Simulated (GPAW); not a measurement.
# PtSe2 (Sudovikovite) (P-3m1) in GPAW: a series of runs, part 3 of 3

GPAW 26.7.0.

**5. Band structure, BP86, spin-orbit coupling, no magnetisation**

run.py

```python
import numpy as np
from ase.dft.bandgap import bandgap
from ase.io import read, write
from ase.units import GPa
from gpaw import GPAW, PW, setup_paths
from gpaw.spinorbit import soc_eigenstates

setup_paths.insert(0, '.')

atoms = read('POSCAR')

calc = GPAW(mode=PW(600),
            xc='GGA_X_B88+GGA_C_P86',
            kpts={'size': (6, 6, 4), 'gamma': True},
            occupations={'name': 'fermi-dirac', 'width': 0.05},
            nbands=26,
            convergence={'density': 1e-05, 'energy': 1e-05},
            maxiter=150,
            txt='gpaw.txt')
atoms.calc = calc
energy = atoms.get_potential_energy()
forces = atoms.get_forces()
stress = atoms.get_stress()
calc.write('gs.gpw')
write('result.traj', atoms)
print(f'Energy: {energy:.6f} eV')
print('Forces (eV/A):')
print(forces.round(4))
print('Stress (GPa):', (stress / GPa).round(3))
print('Fermi level:', round(calc.get_fermi_level(), 4), 'eV')
print(f'Gap: {bandgap(calc)[0]:.4f} eV, direct: {bandgap(calc, direct=True)[0]:.4f} eV')

path = atoms.cell.bandpath('GMKGALHA,LM,KH', npoints=80, eps=1e-4)
bs_calc = calc.fixed_density(kpts=path, symmetry='off', nbands=41,
                             convergence={'bands': 'CBM+6.0', 'eigenstates': 1e-6}, txt='bands.txt')
bs = bs_calc.band_structure()
bs.write('bs.json')
print(f'Gap on the path: {bandgap(bs_calc)[0]:.4f} eV')

soc = soc_eigenstates(bs_calc, theta=90, phi=45)
np.savetxt('soc_bands.dat', soc.eigenvalues(), fmt='%.4f')
mesh = soc_eigenstates('gs.gpw', theta=90, phi=45)
np.savetxt('soc_mesh.dat', mesh.eigenvalues(), fmt='%.4f')
print('Fermi level with spin-orbit coupling:', round(mesh.fermi_level, 4), 'eV')
```

POSCAR

```
PtSe2
1.0
    3.7240000000      0.0000000000      0.0000000000
   -1.8620000000      3.2250786037      0.0000000000
    0.0000000000      0.0000000000      5.0620000000
Pt Se
1 2
Direct
    0.0000000000      0.0000000000      0.0000000000
    0.6666666667      0.3333333333      0.7500000000
    0.3333333333      0.6666666667      0.2500000000
```

Potentials or basis: PAW data sets generated in the run's folder for this functional, pw.

Launch:

```bash
$ gpaw-setup -f GGA_X_B88+GGA_C_P86 Pt Se
$ OMP_NUM_THREADS=1 python run.py
```

gpaw.txt:

```text
__  _  _
 | _ |_)|_||  |
 |__||  | ||/\| - 26.7.0

Input parameters:
  mode=PW(ecut=600.0),
  convergence={'density': 1e-05, 'energy': 1e-05},
  kpts=MonkhorstPack(size=(6, 6, 4), gamma=True),
  maxiter=150,
  nbands=26,
  occupations=Occupations(name='fermi-dirac', width=0.05),
  xc=XC(name='GGA_X_B88+GGA_C_P86')

Diagonalizing LCAO Hamiltonian
Converting LCAO to pw mode

            Se

        Se

       Pt

Atoms  # Å, Bohr magnetons
|   | symbol |         x |        y |        z |    initial magnetic moments |
|---|--------|-----------|----------|----------|-----------------------------|
| 0 |     Pt |  0.000000 | 0.000000 | 0.000000 | ( 0.0000,  0.0000,  0.0000) |
| 1 |     Se |  1.862000 | 1.075026 | 3.796500 | ( 0.0000,  0.0000,  0.0000) |
| 2 |     Se | -0.000000 | 2.150052 | 1.265500 | ( 0.0000,  0.0000,  0.0000) |

Unit cell  # Å
| periodic |         x |        y |        z |  lengths |     angles |
|----------|-----------|----------|----------|----------|------------|
|      yes |  3.724000 | 0.000000 | 0.000000 | 3.724000 |  90.000000 |
|      yes | -1.862000 | 3.225079 | 0.000000 | 3.724000 |  90.000000 |
|      yes |  0.000000 | 0.000000 | 5.062000 | 5.062000 | 120.000000 |

Number of symmetries: 12
Symmetry operations  # r_c * U_cc + t_c -> r_c
|    | kind |            matrix            |
|----|------|------------------------------|
|  0 |  σ   |  1, 1, 0,  0,-1, 0,  0, 0, 1 |
|  1 |  S6  |  1, 1, 0, -1, 0, 0,  0, 0,-1 |
|  2 |  E   |  1, 0, 0,  0, 1, 0,  0, 0, 1 |
|  3 |  C2  |  1, 0, 0, -1,-1, 0,  0, 0,-1 |
|  4 |  C2  |  0, 1, 0,  1, 0, 0,  0, 0,-1 |
|  5 |  C3  |  0, 1, 0, -1,-1, 0,  0, 0, 1 |
|  6 |  S6  |  0,-1, 0,  1, 1, 0,  0, 0,-1 |
|  7 |  σ   |  0,-1, 0, -1, 0, 0,  0, 0, 1 |
|  8 |  σ   | -1, 0, 0,  1, 1, 0,  0, 0, 1 |
|  9 |  i   | -1, 0, 0,  0,-1, 0,  0, 0,-1 |
| 10 |  C3  | -1,-1, 0,  1, 0, 0,  0, 0, 1 |
| 11 |  C2  | -1,-1, 0,  0, 1, 0,  0, 0,-1 |

BZ-sampling:
  Number of BZ points: 144
  Number of IBZ points: 24

  Monkhorst-Pack size: [6, 6, 4]
  Monkhorst-Pack shift: [0.08333333333333333, 0.08333333333333333, 0.125]

K-points  # in reciprocal-cell coordinates
|     |                                coordinates |     weight |
|-----|--------------------------------------------|------------|
|   0 | (  0.00000000,   0.00000000,   0.00000000) | 0.00694444 |
|   1 | (  0.00000000,   0.00000000,   0.25000000) | 0.01388889 |
|   2 | (  0.00000000,   0.00000000,   0.50000000) | 0.00694444 |
|   3 | (  0.16666667,   0.00000000,  -0.25000000) | 0.04166667 |
|   4 | (  0.16666667,   0.00000000,   0.00000000) | 0.04166667 |
|   5 | (  0.16666667,   0.00000000,   0.25000000) | 0.04166667 |
|   6 | (  0.16666667,   0.00000000,   0.50000000) | 0.04166667 |
|   7 | (  0.33333333,  -0.16666667,   0.00000000) | 0.04166667 |
|   8 | (  0.33333333,  -0.16666667,   0.25000000) | 0.08333333 |
|   9 | (  0.33333333,  -0.16666667,   0.50000000) | 0.04166667 |
| ... |                                            |            |
|  23 | (  0.50000000,   0.50000000,   0.50000000) | 0.02083333 |

Plane wave coefficients: 2051
Cutoff: 600.0 eV

Spin-components: 1 (collinear spins)
Bands:           26
Projectors:      16
Spin-degeneracy: 2
Datatype:        complex128

Parallelization:
  kpt:    1
  domain: 1
  band:   1

Density:
  Valence electrons: 28.0
  Components: 1
  Grid points: [24 24 30]
  Charge: 0.0  # |e|

Potential:
  Grid points: [24 24 30]

species:
  Pt:
    name:    Platinum
    Z:       78.0
    valence: 16
    core:    62
    charge:  0.0  # [|e|]
    compensation charges:
      type: gauss
      rc: 0.41  # [Å]
      lmax: 2
    cutoffs:
      filter: 2.26  # [Å]
      core: 2.26  # [Å]
    projectors
    | kind |    occ | energy [eV] | rcut [Å] |
    |------|--------|-------------|----------|
    |   6s |  1.000 |      -5.810 |    1.307 |
    |   5p |  6.000 |     -56.212 |    1.371 |
    |   6p |  0.000 |      -0.887 |    1.371 |
    |   5d |  9.000 |      -6.292 |    1.307 |
    |    s |        |      21.401 |    1.307 |
    |    d |        |      20.919 |    1.307 |

    Using partial waves for Pt as LCAO basis

  Se:
    name:    Selenium
    Z:       34.0
    valence: 6
    core:    28
    charge:  0.0  # [|e|]
    compensation charges:
      type: gauss
      rc: 0.27  # [Å]
      lmax: 2
    cutoffs:
      filter: 1.77  # [Å]
      core: 2.67  # [Å]
    projectors
    | kind |    occ | energy [eV] | rcut [Å] |
    |------|--------|-------------|----------|
    |   4s |  2.000 |     -17.412 |    0.847 |
    |   4p |  4.000 |      -6.626 |    1.005 |
    |    s |        |       9.799 |    0.847 |
    |    p |        |      20.585 |    1.005 |
    |    d |        |       0.000 |    0.847 |

    Using partial waves for Se as LCAO basis

Reference energy: -632676.544655  # eV

eigensolver:
  PPCG
  Converge bands: occupied
  niter=2

density mixing:
  MSR1-Mixer
  Pratt-step length: 0.05
  Maximum mixing coefficient: 0.75
  Old densities: 10
  SVD Regularization: 0.005
  Good broyden scale: 1.0
  Trust region scale: 1.0
  Backstep threshold: 4.0
  History deletion threshold: 6.0
  Fourier metric: weight=20.0, sigma=0.015

occupation numbers:
  Fermi-Dirac:
    width: 0.0500  # eV

poisson solver:
  ecut: 4800.0  # eV

xc functional:
  name: GGA_X_B88+GGA_C_P86 with 2 nearest neighbor stencil

convergence criteria:
- Maximum integral of absolute [dens]ity change: 1e-05 electrons / valence electron
- Maximum [total energy] change in last 3 cyles: 1e-05 eV / valence electron
- Maximum integral of absolute [eigenst]ate change: 4e-08 eV^2 / valence electron
maximum number of iterations: 150

SCF iterations
|iter     | |      energy | eigst |  dens |
|---------|-|-------------|-------|-------|
|iter:   1| |  -14.932987 | +0.14 |       |
|iter:   2| |  -14.612672 | -2.10 | -1.14 |
|iter:   3| |  -14.108493 | -1.94 | -1.20 |
|iter:   4| |  -14.081658 | -3.36 | -1.60 |
|iter:   5| |  -14.066476 | -3.42 | -1.85 |
|iter:   6| |  -14.066338 | -4.71 | -2.65 |
|iter:   7| |  -14.066376c| -5.22 | -3.15 |
|iter:   8| |  -14.066379c| -6.92 | -3.97 |
|iter:   9| |  -14.066379c| -8.04c| -4.57 |
|iter:  10| |  -14.066380c| -7.83c| -5.00 |
|iter:  11| |  -14.066380c| -8.69c| -5.94c|

Converged in 11 steps
Energy contributions relative to reference atoms: (reference = -632676.544655)

Energy contributions:
  Kinetic:          16.593073
  Coulomb:         -17.030094
  Zero:             -0.522791
  External:          0.000000
  Xc:              -13.102795
  Entropy:          -0.007543
  Spinorbit:         0.000000
  ----------------------------
  Free energy:     -14.070151
  Extrapolated:    -14.066380

dipole moment: (-6.416445, -11.113609, -17.443633)  # |e|*Ang

Fermi level: 8.263
Eigenvalues  # (at kpt = [0.000, 0.000, 0.000])
| band index |      eig [eV] | occ [0-2] |
|------------|---------------|-----------|
|          0 |       -45.628 |     2.000 |
|        ... |               |           |
|          5 |         1.115 |     2.000 |
|          6 |         1.814 |     2.000 |
|          7 |         1.814 |     2.000 |
|          8 |         4.250 |     2.000 |
|          9 |         4.250 |     2.000 |
|         10 |         5.697 |     2.000 |
[... 8 lines left out ...]
|         19 |        15.640 |     0.000 |
|         20 |        20.208 |     0.000 |
|        ... |               |           |
|         25 |        20.980 |     0.000 |

No gap
No difference between direct/indirect transitions

Forces  # eV/Ang
|        x |       y |        z |
|----------|---------|----------|
|  0.00000 | 0.00000 |  0.00000 |  # Pt   0
| -0.00000 | 0.00000 | -0.67147 |  # Se   1
|  0.00000 | 0.00000 |  0.67147 |  # Se   2

Stress tensor  # eV/Ang^3
|         x |         y |         z |
|-----------|-----------|-----------|
| -0.055496 |  0.000000 |  0.000000 |
|  0.000000 | -0.055496 |  0.000000 |
|  0.000000 |  0.000000 | -0.042801 |

# Writing to gs.gpw (mode='')
```

Wall time 47 s (1 thread of Intel Xeon 6975P-C (Granite Rapids), shared host); peak memory 0.38 GiB.

What came out:

- Free energy: -14.0702 eV
- Pressure: 8.2 GPa
- Largest force: 0.671 eV/Å
- Band gap along the path: none (metal or under the smearing width)

Forces in eV/Å, atoms in the order of the input:
```
Pt   0.000  0.000  0.000
Se   0.000  0.000 -0.671
Se   0.000  0.000  0.671
```

Stress tensor (GPa, compression positive):
```
8.89 0.00 0.00
0.00 8.89 0.00
0.00 0.00 6.86
```

Levels at the corners of the path, in eV from the Fermi level:
```
point  band 26  band 27  band 28  band 29  band 30  band 31
    Γ    -0.83     0.38     0.38     1.35     1.35     1.47
    M    -3.27    -2.76    -2.76     0.65     0.65     2.29
    K    -1.95    -1.74    -1.74    -0.06    -0.06     0.10
    Γ    -0.83     0.38     0.38     1.35     1.35     1.47
    A    -1.69    -1.30    -1.30     2.21     2.21     2.28
    L    -2.90    -1.35    -1.35     0.94     0.95     1.48
    H    -2.56    -2.33    -2.33     1.90     1.90     1.99
    A    -1.69    -1.30    -1.30     2.21     2.21     2.28
    L    -2.90    -1.35    -1.35     0.94     0.95     1.48
    M    -3.27    -2.76    -2.76     0.65     0.65     2.29
    K    -1.95    -1.74    -1.74    -0.06    -0.06     0.10
    H    -2.56    -2.33    -2.33     1.90     1.90     1.99
```

Caveat: spin-orbit coupling was added after a scalar SCF, so levels and gaps hold it while energy, forces, pressure and moments don't; this program's spin-orbit splittings come out too wide for heavy elements.

**6. The runs side by side**

| task | level | potentials or basis | spin | eigensolver | band path | band points | spin axis theta (degrees) | spin axis phi (degrees) | pressure (GPa) | largest force (eV/Å) |
| --- | --- | --- | --- | --- | --- | --- | --- | --- | --- | --- |
| band structure | OLYP | PAW data sets generated in the run's folder for this functional, pw | SOC, no magnetisation | davidson | GMKGALHA,LM,KH | 80 | 90 | 0 | 6.9 | 0.19 |
| equation of state | C09-vdW | GPAW PAW data sets (gpaw-data 1.2.1), pw | off | - | - | - | - | - | - | - |
| band structure | MS2 | GPAW PAW data sets (gpaw-data 1.2.1), pw | SOC, no magnetisation | - | GMKGALHA,LM,KH | 60 | 90 | 45 | 2.5 | 0.16 |
| band structure | BP86 | PAW data sets generated in the run's folder for this functional, pw | SOC, no magnetisation | - | GMKGALHA,LM,KH | 80 | 90 | 45 | 8.2 | 0.67 |

Alike in all rows: cell as given; k mesh 6 × 6 × 4; cutoff (eV) 600; smearing fermi-dirac 0.05 eV.

Caveats: spin-orbit coupling was added after a scalar SCF, so levels and gaps hold it while energy, forces, pressure and moments don't (some runs); this program's spin-orbit splittings come out too wide for heavy elements (some runs); the PAW data sets were made with another functional, which shifts forces and pressure a little (some runs).

Absolute energies hang on the potentials; compare differences alone.
